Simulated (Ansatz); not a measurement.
**AgCl (zincblende type): Wannier functions and tight-binding models**

Aim: build maximally localised Wannier functions for AgCl (zincblende type) from several sets of trial orbitals, and check spreads and centres, and how well the models interpolate the bands. The runs, in order: PBE, anion s p, 6×6×6; PBE, anion s p, 4×4×4; PBE, anion p, 6×6×6; PBE, metal d and anion p, 6×6×6; PBE, metal d, 6×6×6; r2SCAN, anion s p, 6×6×6; r2SCAN, metal d and anion p, 6×6×6; HSE06, anion s p, 6×6×6; HSE06, anion p, 6×6×6 (level, trial orbitals, Wannier mesh).

Program: Ansatz 0.2.0. Level of theory: plane waves, PAW. These are calculated values, not measurements.

4 further runs of the same task are left out: 4 that didn't finish.

## Step 1: The starting structure

Symmetry: F-43m, No. 216, cubic system. Conventional cell: a = 5.986 Å, b = 5.986 Å, c = 5.986 Å, α = 90.00°, β = 90.00°, γ = 90.00°. Around Ag (site symmetry -43m) lie 4 Cl at 2.59 Å. Cl (site symmetry -43m) is surrounded by 4 Ag at 2.59 Å.

As a file:

```
Ag Cl
1.0
     0.00000    2.99325    2.99325
     2.99325    0.00000    2.99325
     2.99325    2.99325    0.00000
Ag Cl
1 1
Direct
  0.00000 0.00000 0.00000
  0.25000 0.25000 0.25000
```

The cell was relaxed beforehand with r2SCAN; those runs aren't shown.

## Step 2: PBE, anion s p, 6×6×6

Input file input.yaml:

```yaml
crystal:
  lattice:
    - [0.0, 2.9932461729, 2.9932461729]
    - [2.9932461729, 0.0, 2.9932461729]
    - [2.9932461729, 2.9932461729, 0.0]
  atoms:
    - { symbol: Ag, position: [0.0, 0.0, 0.0] }
    - { symbol: Cl, position: [0.25, 0.25, 0.25] }
kpoints:
  mp_grid: { grid: [6, 6, 6] }
  band_path:
    path:
      - [[0.0, 0.0, 0.0], [-0.5, -0.5, -4.766411069408e-34], [-0.375, -0.375, 0.25]]
      - [[-0.375, 6.075265732637e-17, 0.375], [0.0, 0.0, 0.0], [-1.246769366549e-17, -1.246769366549e-17, 0.5], [-0.5, -0.25, 0.25], [-0.5, -0.5, -4.766411069408e-34]]
    npoints: 10
hamiltonian:
  xc: pbe
scf:
  occupations: { method: fixed }
  n_extra_bands: 6
output:
  forces: false
  stress: false
  eigenvalues: true
  wannier:
    kmesh: [6, 6, 6]
    projections: [{ species: Cl, l: s, shell: 3 }, { species: Cl, l: p, shell: 3 }]
    minimise: true
    write_hr: true
    conv_tol: 1.0e-08
    max_iter: 3000
```

Command:

```bash
$ ansatz run input.yaml --threads 4 --pin off --max-ram 3686MiB --backend cpu --events-out ev --progress --plain --runs-dir out
```

Further steps of the session: PBE, anion s p, 4×4×4; PBE, anion p, 6×6×6; PBE, metal d and anion p, 6×6×6; PBE, metal d, 6×6×6; r2SCAN, anion s p, 6×6×6; r2SCAN, metal d and anion p, 6×6×6; HSE06, anion s p, 6×6×6; HSE06, anion p, 6×6×6.

**Question.** What will the summary of the whole plan be? Wanted: total spread, PBE, anion s p, 6×6×6; total spread, PBE, anion s p, 4×4×4; total spread, PBE, anion p, 6×6×6; total spread, PBE, metal d and anion p, 6×6×6; total spread, PBE, metal d, 6×6×6; total spread, r2SCAN, anion s p, 6×6×6; total spread, r2SCAN, metal d and anion p, 6×6×6; total spread, HSE06, anion s p, 6×6×6; total spread, HSE06, anion p, 6×6×6.

**Answer**, as computed:

```
                                        quantity                         value
             total spread, PBE, anion s p, 6×6×6      7.76 Å² over 4 functions
             total spread, PBE, anion s p, 4×4×4      7.25 Å² over 4 functions
               total spread, PBE, anion p, 6×6×6      8.39 Å² over 3 functions
   total spread, PBE, metal d and anion p, 6×6×6      8.24 Å² over 8 functions
               total spread, PBE, metal d, 6×6×6     10.96 Å² over 5 functions
          total spread, r2SCAN, anion s p, 6×6×6      7.70 Å² over 4 functions
total spread, r2SCAN, metal d and anion p, 6×6×6      8.06 Å² over 8 functions
           total spread, HSE06, anion s p, 6×6×6      8.11 Å² over 4 functions
             total spread, HSE06, anion p, 6×6×6      8.29 Å² over 3 functions
                        centres of the first set  0.70 Å from the nearest atom
```

With PBE, anion s p, 6×6×6 the 4 functions move off the atoms, with a mean spread of 1.94 Å²; 96 % of the total is gauge invariant. The total spread goes from 7.25 Å² on 4×4×4 to 7.76 Å² on 6×6×6: finite differences in k understate it on coarse meshes, while the largest miss of a band goes from 0.02 to 0.00 eV. On one set and mesh the functional gives 7.76 (PBE), 7.70 (r2SCAN), 8.11 (HSE06) Å².
